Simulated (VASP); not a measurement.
# Si2W (I4/mmm) in VASP: further runs

The runs below take Si2W through relaxation of cell and atoms, vibrations by finite differences, with PBE.

Program: VASP 6.6.1. These are calculated values, not measurements. Logs are shortened: lines on timing, memory, paths and dates and some standing lists are left out, and cuts for length are marked.

### 1 Starting point

It takes space group I4/mmm (No. 139, tetragonal). The conventional cell has a = 3.214 Å, b = 3.214 Å, c = 7.830 Å, α = 90.00°, β = 90.00°, γ = 90.00°. Around Si (site symmetry 4mm) lie 5 Si at 2.59 to 2.63 Å and 5 W at 2.62 Å. W (site symmetry 4/mmm) is surrounded by 10 Si at 2.62 Å.

### 2 Relaxation of cell and atoms, PBE

INCAR reads:

```
SYSTEM = Si2W
PREC = Accurate ; ENCUT = 520
EDIFF = 1E-7 ; ISMEAR = 0
SIGMA = 0.1 ; LREAL = .False.
LASPH = .True. ; NELM = 60
ALGO = Normal ; ISIF = 3
LWAVE = .False. ; LCHARG = .False.
GGA = PE ; IBRION = 2
NSW = 80 ; EDIFFG = -0.002
KPAR = 4
```

KPOINTS reads:

```
regular mesh
0
Gamma
  26 26 26
  0 0 0
```

POSCAR reads:

```
Si2W
1.0
   -1.6069000000      1.6069000000      3.9149500000
    1.6069000000     -1.6069000000      3.9149500000
    1.6069000000      1.6069000000     -3.9149500000
Si W
2 1
Direct
    0.3347000000      0.3347000000      0.0000000000
    0.6653000000      0.6653000000      0.0000000000
    0.0000000000      0.0000000000      0.0000000000
```

Potentials or basis: VASP PAW PBE potentials, release 64 (Si, W_sv).

On the command line:

```bash
cat potpaw_PBE.64/Si/POTCAR potpaw_PBE.64/W_sv/POTCAR > POTCAR
mpirun -np 4 vasp_std > vasp.out
```

OUTCAR:

```text
SYSTEM = Si2W
   PREC = Accurate
   ENCUT = 520
   EDIFF = 1E-7
   ISMEAR = 0
   LREAL = .False.
   LASPH = .True.
   NELM = 60
   ISIF = 3
   GGA = PE
   IBRION = 2
   NSW = 80
   EDIFFG = -0.002

 ion  position               nearest neighbor table
   1  0.335  0.335  0.000-   2 2.59   3 2.62   3 2.62   3 2.62   3 2.62   3 2.62   2 2.63   2 2.63
                             2 2.63   2 2.63
   2  0.665  0.665  0.000-   1 2.59   3 2.62   3 2.62   3 2.62   3 2.62   3 2.62   1 2.63   1 2.63
                             1 2.63   1 2.63
   3  0.000  0.000  0.000-   2 2.62   2 2.62   2 2.62   1 2.62   2 2.62   1 2.62   1 2.62   1 2.62
                             1 2.62   2 2.62

  LATTYP: Found a body centered tetragonal cell.
 ALAT       =     3.2138000000
 C/A-ratio  =     2.4363370465

  Lattice vectors:

 A1 = (  -1.6069000000,   1.6069000000,   3.9149500000)
 A2 = (   1.6069000000,  -1.6069000000,   3.9149500000)
 A3 = (   1.6069000000,   1.6069000000,  -3.9149500000)

Analysis of symmetry for initial positions (statically):
=====================================================================
 Subroutine PRICEL returns:
 Original cell was already a primitive cell.

 Routine SETGRP: Setting up the symmetry group for a
 body centered tetragonal supercell.

 Subroutine GETGRP returns: Found 16 space group operations
 (whereof 16 operations were pure point group operations)
 out of a pool of 16 trial point group operations.

The static configuration has the point symmetry D_4h.

Analysis of symmetry for dynamics (positions and initial velocities):
=====================================================================
 Subroutine PRICEL returns:
 Original cell was already a primitive cell.

 Routine SETGRP: Setting up the symmetry group for a
 body centered tetragonal supercell.

 Subroutine GETGRP returns: Found 16 space group operations
 (whereof 16 operations were pure point group operations)
 out of a pool of 16 trial point group operations.

The dynamic configuration has the point symmetry D_4h.

 Subroutine INISYM returns: Found 16 space group operations
 (whereof 16 operations are pure point group operations),
 and found     1 'primitive' translations

----------------------------------------------------------------------------------------

                                     Primitive cell

  volume of cell :      40.4356
[... 114 lines left out ...]
  Thomas-Fermi vector in A             =   2.465099
   LORBIT       =      0    0 simple, 1 ext, 2 COOP (PROOUT), +10 PAW based schemes
   GGA     = PE    functional components
   LHFCALC =     F    Hartree Fock is set to
   AEXX    =    0.0000 exact exchange contribution
   IVDW    =     0    specifies the selected vdW correction
   LEPSILON=     F    determine dielectric tensor
   LRPA    =     F    only Hartree local field effects (RPA)
 conjugate gradient relaxation of ions
 non-spin polarized calculation
 Gauss-broadening in eV      SIGMA  =   0.10
  energy-cutoff  :      520.00
  volume of cell :       40.44
 maximum number of plane-waves:      1120
 NGX is ok and might be reduce to    36
   NGX = 17   NGY = 17   NGZ = 17

--------------------------------------- Ionic step        1  -------------------------------------------

 number of electron      21.9999999 magnetization

 Free energy of the ion-electron system (eV)
  ---------------------------------------------------
  ext. energy  EPLUGINS =         0.00000000
  ---------------------------------------------------
  free energy    TOTEN  =       -24.80907963 eV

  energy without entropy =      -24.80796408  energy(sigma->0) =      -24.80852185

------------------------ aborting loop because EDIFF is reached ----------------------------------------

  FORCE on cell =-STRESS in cart. coord.  units (eV):
  Direction    XX          YY          ZZ          XY          YZ          ZX
  --------------------------------------------------------------------------------------
  -------------------------------------------------------------------------------------
  Total        0.8187171      0.8187171      0.9201343      0.0000000     -0.0000000      0.0000000
  in kB       32.4399769     32.4399769     36.4584237      0.0000000     -0.0000000      0.0000000
  external PRESSURE =      33.7794591 kB  Pullay stress =       0.0000000 kB
[... 246 lines left out ...]
--------------------------------------- Ionic step        8  -------------------------------------------

 number of electron      22.0000000 magnetization

 Free energy of the ion-electron system (eV)
  ---------------------------------------------------
  ext. energy  EPLUGINS =         0.00000000
  ---------------------------------------------------
  free energy    TOTEN  =       -24.81532478 eV

  energy without entropy =      -24.81418811  energy(sigma->0) =      -24.81475644

 E-fermi :  11.7543     XC(G=0): -12.4592

 val. band max:       11.7515312612   @ k =  -0.3846  -0.4615   0.3462
 cond. band min:      11.7834746394   @ k =  -0.4615  -0.4615   0.2692
 fundamental gap:      0.0319433782
 Fermi energy:        11.7543441837

 k-point     1 :       0.0000    0.0000    0.0000
  band No.  band energies     occupation
      1     -62.1339      2.00000
      2     -26.3802      2.00000
      3     -26.3672      2.00000
      4     -26.3672      2.00000
      5      -2.2055      2.00000
      6       4.9964      2.00000
      7       7.9938      2.00000
      8       8.5049      2.00000
      9       8.9462      2.00000
     10       8.9462      2.00000
     11      12.3544      0.00000
     12      14.3973      0.00000
     13      14.7320      0.00000
     14      14.7848      0.00000
[... 401 lines left out ...]
      2     -26.5456      2.00000
      3     -26.3665      2.00000
      4     -26.3537      2.00000
      5       0.4434      2.00000
      6       3.3210      2.00000
      7       6.0016      2.00000
      8       7.2606      2.00000
      9       9.1542      2.00000
     10       9.2114      2.00000
     11      10.8591      2.00000
     12      13.7741      0.00000
     13      14.6161      0.00000
     14      15.1598      0.00000
     15      16.2330      0.00000

 [... further k-points ...]

------------------------ aborting loop because EDIFF is reached ----------------------------------------

  FORCE on cell =-STRESS in cart. coord.  units (eV):
  Direction    XX          YY          ZZ          XY          YZ          ZX
  --------------------------------------------------------------------------------------
  -------------------------------------------------------------------------------------
  Total        0.0023277      0.0023277      0.0027593      0.0000000      0.0000000      0.0000000
  in kB        0.0908963      0.0908963      0.1077474      0.0000000      0.0000000      0.0000000
  external PRESSURE =       0.0965133 kB  Pullay stress =       0.0000000 kB
[... 18 lines left out ...]
  FREE ENERGIE OF THE ION-ELECTRON SYSTEM (eV)
  ---------------------------------------------------
  free  energy   TOTEN  =       -24.8153247763 eV

  energy  without entropy=      -24.8141881121  energy(sigma->0) =      -24.81475644

 reached required accuracy - stopping structural energy minimisation
```

CONTCAR:

```text
Si2W
   1.00000000000000
    -1.6147906836200341    1.6147906836200341    3.9337387586550836
     1.6147906836200341   -1.6147906836200341    3.9337387586550836
     1.6147906836200341    1.6147906836200341   -3.9337387586550836
  Si              W
     2     1
Direct
     0.3345373696273016    0.3345373696273016    0.0000000000000000
     0.6654626303726985    0.6654626303726985    0.0000000000000000
     0.0000000000000000    0.0000000000000000    0.0000000000000000

  0.00000000E+00  0.00000000E+00  0.00000000E+00
  0.00000000E+00  0.00000000E+00  0.00000000E+00
  0.00000000E+00  0.00000000E+00  0.00000000E+00
```

Run time: 17 min. Hardware: 4 MPI ranks of AMD EPYC 9R14 (Zen 4), shared host; peak memory 0.87 GiB.

Results:

```
Free energy                            : -24.8153 eV
Relaxed volume                         : 13.68 Å³/atom
Relaxed cell                           : a = 4.549 Å, b = 4.549 Å, c = 4.549 Å, α = 138.41°, β = 138.41°, γ = 60.27°
Space group after relaxing (to 0.05 Å) : I4/mmm (No. 139)
Energy gained by relaxing              : 2.1 meV/atom
Ionic steps                            : 8
Pressure after relaxing                : 0.0 GPa
Band gap on the k mesh                 : none (metal or under the smearing width)
```

The path:
```csv
step,energy change (eV),largest force (eV/Å),pressure (GPa),volume (Å³)
1,0.0000,0.0665,3.38,40.44
2,0.0136,0.1022,-5.55,42.12
3,-0.0062,0.0027,-0.01,41.03
4,-0.0062,0.0040,0.05,41.02
5,-0.0062,0.0014,0.04,41.02
6,-0.0062,0.0021,0.05,41.02
7,-0.0062,0.0008,-0.06,41.04
8,-0.0062,0.0011,0.01,41.03
```

Final structure:
```
Si W
1.0
    -1.61479    1.61479    3.93374
     1.61479   -1.61479    3.93374
     1.61479    1.61479   -3.93374
Si W
2 1
Direct
  0.33454 0.33454 0.00000
  0.66546 0.66546 0.00000
  0.00000 0.00000 0.00000
```

Spin-orbit coupling is left out, which matters for the levels of W. PBE usually gives volumes a little too large and moduli too small.

### 3 Relaxation of cell and atoms, PBE

This run uses another cell than the first one, of 13.68 Å³/atom, 1.015 times its volume.

INCAR is that of step 2.

KPOINTS is that of step 2.

POSCAR reads:

```
Si2W                                    
1.0
   -1.6147906836      1.6147906836      3.9337387587
    1.6147906836     -1.6147906836      3.9337387587
    1.6147906836      1.6147906836     -3.9337387587
  Si              W             
     2     1
Direct
     0.3345373696273016    0.3345373696273016    0.0000000000000000
     0.6654626303726985    0.6654626303726985    0.0000000000000000
     0.0000000000000000    0.0000000000000000    0.0000000000000000
```

Potentials or basis: VASP PAW PBE potentials, release 64 (Si, W_sv).

On the command line:

```bash
cat potpaw_PBE.64/Si/POTCAR potpaw_PBE.64/W_sv/POTCAR > POTCAR
mpirun -np 4 vasp_std > vasp.out
```

It took 4.1 min on 4 MPI ranks of AMD EPYC 9R14 (Zen 4), shared host; peak memory 0.87 GiB.

It converged, with:

```yaml
Free_energy: -24.8155 eV
Pressure_after_relaxing: 0.0 GPa
Band_gap_on_the_k_mesh: none (metal or under the smearing width)
```

Final structure:
```cif
data_structure
_symmetry_space_group_name_H-M 'P 1'
_symmetry_Int_Tables_number 1
_cell_length_a 4.5486
_cell_length_b 4.5486
_cell_length_c 4.5486
_cell_angle_alpha 138.412
_cell_angle_beta 138.412
_cell_angle_gamma 60.273
_cell_volume 41.03
loop_
_atom_site_label
_atom_site_type_symbol
_atom_site_fract_x
_atom_site_fract_y
_atom_site_fract_z
_atom_site_occupancy
Si1 Si 0.33454 0.33454 0.00000 1
Si2 Si 0.66546 0.66546 0.00000 1
W1 W 0.00000 0.00000 0.00000 1
```

Levels at points of the mesh, in eV from the Fermi level:
```
           k point  band 7  band 8  band 9  band 10  band 11  band 12  band 13  band 14  band 15
(0.00, 0.00, 0.00)   -3.76   -3.25   -2.81    -2.81     0.60     2.64     2.98     3.03     3.03
(0.50, 0.00, 0.00)   -5.68   -4.81   -2.75    -2.72    -0.42     2.65     2.75     3.90     4.30
(0.50, 0.50, 0.00)   -5.95   -5.51   -4.96    -3.19    -1.76     2.73     2.91     3.06     3.85
(0.50, 0.50, 0.50)   -3.76   -2.55   -0.85    -0.85    -0.49    -0.49     0.77     4.44     4.72
```

Caveat: the relaxation stopped at its first step, so nothing moved.

### 4 Vibrations by finite differences, PBE

This run uses another cell than the first one, of 13.68 Å³/atom, 1.015 times its volume.

INCAR reads:

```
SYSTEM = Si2W
PREC = Accurate ; ENCUT = 520
EDIFF = 1E-8 ; ISMEAR = 0
SIGMA = 0.1 ; LREAL = .False.
LASPH = .True. ; NELM = 60
ALGO = Normal ; ISIF = 3
LWAVE = .False. ; LCHARG = .False.
GGA = PE ; NBANDS = 18
IBRION = 6 ; NFREE = 2
POTIM = 0.015 ; NSW = 1
KPAR = 4
```

KPOINTS is that of step 3.

POSCAR reads:

```
Si2W                                    
1.0
   -1.6147906836      1.6147906836      3.9337387587
    1.6147906836     -1.6147906836      3.9337387587
    1.6147906836      1.6147906836     -3.9337387587
  Si              W             
     2     1
Direct
     0.3345373696272986    0.3345373696272986    0.0000000000000000
     0.6654626303727014    0.6654626303727014    0.0000000000000000
     0.0000000000000000    0.0000000000000000    0.0000000000000000
```

Potentials or basis: VASP PAW PBE potentials, release 64 (Si, W_sv).

On the command line:

```bash
cat potpaw_PBE.64/Si/POTCAR potpaw_PBE.64/W_sv/POTCAR > POTCAR
mpirun -np 4 vasp_std > vasp.out
```

OUTCAR:

```text
SYSTEM = Si2W
   PREC = Accurate
   ENCUT = 520
   EDIFF = 1E-8
   ISMEAR = 0
   LREAL = .False.
   LASPH = .True.
   NELM = 60
   ISIF = 3
   GGA = PE
   IBRION = 6
   NFREE = 2
   POTIM = 0.015
   NSW = 1

 ion  position               nearest neighbor table
   1  0.335  0.335  0.000-   2 2.60   3 2.63   3 2.63   3 2.63   3 2.63   3 2.63   2 2.64   2 2.64
                             2 2.64   2 2.64
[... 972 lines left out ...]
      0.000000  0.000000  0.000000    -0.000000   -0.000000   -0.000000
[... 43 lines left out ...]
   9 f/i=    0.000632 THz     0.003968 2PiTHz    0.021065 cm-1     0.002612 meV
             X         Y         Z           dx          dy          dz
      0.000000  0.000000  2.631965    -0.109184    0.324230   -0.000000
      0.000000  0.000000  5.235512    -0.109184    0.324230   -0.000000
      0.000000  0.000000  0.000000    -0.279298    0.829397   -0.000000

--------------------------------------------------------------------------------------------------------

 ELASTIC MODULI CONTR FROM IONIC RELAXATION (kBar)
 Direction    XX          YY          ZZ          XY          YZ          ZX
 --------------------------------------------------------------------------------
 XX         -24.8433    -24.8433    -28.8142      0.0000     -0.0000      0.0000
 YY         -24.8433    -24.8433    -28.8142      0.0000     -0.0000      0.0000
 ZZ         -28.8142    -28.8142    -33.4198      0.0000     -0.0000      0.0000
 XY           0.0000      0.0000      0.0000      0.0000      0.0000      0.0000
 YZ          -0.0000     -0.0000     -0.0000      0.0000    -16.3489     -0.0000
 ZX           0.0000      0.0000      0.0000      0.0000     -0.0000    -16.3489
 --------------------------------------------------------------------------------

 TOTAL ELASTIC MODULI (kBar)
 Direction    XX          YY          ZZ          XY          YZ          ZX
 --------------------------------------------------------------------------------
 XX        4205.2620   1147.8663    930.5719     -0.0000     -0.0000      0.0000
 YY        1147.8663   4205.2620    930.5719      0.0000     -0.0000      0.0000
 ZZ         930.5719    930.5719   5289.3499      0.0000     -0.0000      0.0000
 XY          -0.0000      0.0000      0.0000   1996.0845      0.0000      0.0000
 YZ          -0.0000     -0.0000     -0.0000      0.0000   1993.1835     -0.0000
 ZX           0.0000      0.0000      0.0000      0.0000     -0.0000   1993.1835
 --------------------------------------------------------------------------------
```

OSZICAR:

```text
N       E                     dE             d eps       ncg     rms          rms(c)
DAV:   1     0.130672298486E+03    0.13067E+03   -0.10864E+04 47888   0.123E+03
DAV:   2    -0.211369030269E+02   -0.15181E+03   -0.14820E+03 54772   0.320E+02
[... 14 lines left out ...]
DAV:   2    -0.248144953862E+02   -0.32979E-01   -0.36146E-01 48458   0.462E+00    0.160E-01
DAV:   3    -0.248140400454E+02    0.45534E-03   -0.28626E-03 59490   0.462E-01    0.826E-02
DAV:   4    -0.248139477395E+02    0.92306E-04   -0.50798E-04 55052   0.137E-01    0.289E-02
DAV:   5    -0.248139479679E+02   -0.22846E-06   -0.62955E-05 55290   0.640E-02    0.133E-02
DAV:   6    -0.248139482927E+02   -0.32474E-06   -0.19672E-06 55948   0.118E-02    0.533E-03
DAV:   7    -0.248139482925E+02    0.23329E-09   -0.34449E-07 53212   0.430E-03    0.908E-04
DAV:   8    -0.248139483007E+02   -0.82250E-08   -0.42796E-08 55370   0.142E-03
  21 F= -.24813948E+02 E0= -.24813379E+02  d E =-.113883E-02
```

stdout:

```text
POSCAR found type information on POSCAR SiW
 POSCAR found :  2 types and       3 ions
 scaLAPACK will be used
 LDA part: xc-table for (Slater+PW92), standard interpolation
 POSCAR, INCAR and KPOINTS ok, starting setup
 FFT: planning ... GRIDC
 FFT: planning ... GRID_SOFT
 FFT: planning ... GRID
 WAVECAR not read
 entering main loop
 Found     4 degrees of freedom:
 Adding 6 more for cell shape distortion
 Finite differences POTIM= 0.01500 DOF=  10
 bond charge predicted
 Finite differences progress:
 bond charge predicted
 Finite differences progress:
 bond charge predicted
 Finite differences progress:
 bond charge predicted
 Finite differences progress:
 bond charge predicted
 Finite differences progress:
 bond charge predicted
 Finite differences progress:
 bond charge predicted
 Finite differences progress:
 bond charge predicted
 Finite differences progress:
 bond charge predicted
 Finite differences progress:
 bond charge predicted
 Finite differences progress:
 bond charge predicted
 Finite differences progress:
 bond charge predicted
 Finite differences progress:
 bond charge predicted
 Finite differences progress:
 bond charge predicted
 Finite differences progress:
 bond charge predicted
 Finite differences progress:
 bond charge predicted
 Finite differences progress:
 bond charge predicted
 Finite differences progress:
 bond charge predicted
 Finite differences progress:
 bond charge predicted
 Finite differences progress:
 bond charge predicted
 Finite differences progress:
```

It took 2.3 h on 4 MPI ranks of AMD EPYC 9R14 (Zen 4), shared host; peak memory 4.4 GiB.

What came out:

```
Voigt bulk modulus            : 219 GPa
Highest phonon frequency at Γ : 437 cm⁻¹
```

Phonon frequencies in cm⁻¹ (negative: imaginary):
| q point | frequencies |
| --- | --- |
| (0.000, 0.000, 0.000) | 0 0 0 252 252 297 329 329 437 |

Elastic tensor in Voigt notation (GPa, in the Cartesian axes of the cell as first typed):
```
421 115  93   0   0   0
115 421  93   0   0   0
 93  93 529   0   0   0
  0   0   0 199   0   0
  0   0   0   0 199   0
  0   0   0   0   0 200
```

Clamped-ion elastic tensor (GPa):
```
423 117  96   0   0   0
117 423  96   0   0   0
 96  96 532   0   0   0
  0   0   0 201   0   0
  0   0   0   0 201   0
  0   0   0   0   0 200
```

The run has no spin-orbit coupling, so splittings on W are missing.
